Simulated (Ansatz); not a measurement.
Write the native input for Ansatz 0.2.0 that does the following.

```
Task                : single point
Functional          : PBE
Potentials or basis : all-electron LAPW, scalar-relativistic
Cutoff              : 315 eV (chosen from the basis error)
Basis error allowed : 0.001 eV/atom
k mesh              : 12 × 12 × 7
Occupations         : gaussian, width 0.026 eV
Spin                : collinear spin, ferromagnetic start
Starting moments    : [2.0, 2.0] μB
```

The system is Co.

```xyz
2
Lattice="2.4720 0.0000 0.0000 -1.2360 2.1408 0.0000 0.0000 0.0000 4.0211" Properties=species:S:1:pos:R:3 pbc="T T T"
Co    1.2360    0.7136    3.0159
Co    0.0000    1.4272    1.0053
```

One way to write it, as run:

input.yaml

```yaml
crystal:
  lattice:
    - [2.4719999032, 0.0, 0.0]
    - [-1.2359999516, 2.1408147143, 0.0]
    - [0.0, 0.0, 4.02114408]
  atoms:
    - { symbol: Co, position: [0.6666666667, 0.3333333333, 0.75], spin: 2.0 }
    - { symbol: Co, position: [0.3333333333, 0.6666666667, 0.25], spin: 2.0 }
kpoints:
  mp_grid: { grid: [12, 12, 7] }
scf:
  occupations: { method: gaussian, width: 0.026 }
hamiltonian:
  xc: pbe
  pseudopotentials: { kind: all_electron, lapw: { basis_error: 0.001 } }
magnetization:
  spin_polarized: true
output:
  forces: true
  stress: true
  eigenvalues: true
```

Potentials or basis: all-electron LAPW, scalar-relativistic.

Launch:

```sh
$ ansatz run input.yaml --threads 2 --pin off --max-ram 6144MiB --backend cpu --events-out ev --progress --plain --runs-dir out
```

It gave:

The pressure is 4.6 GPa. The band gap on the k mesh is none (metal or under the smearing width). The net moment is 3.22 μB per cell. The absolute moment is 3.53 μB per cell and the site moments are Co +1.66 μB.

Run time: 22 s on 2 threads of Arm Neoverse V1 (shared host), peak memory 0.52 GiB.
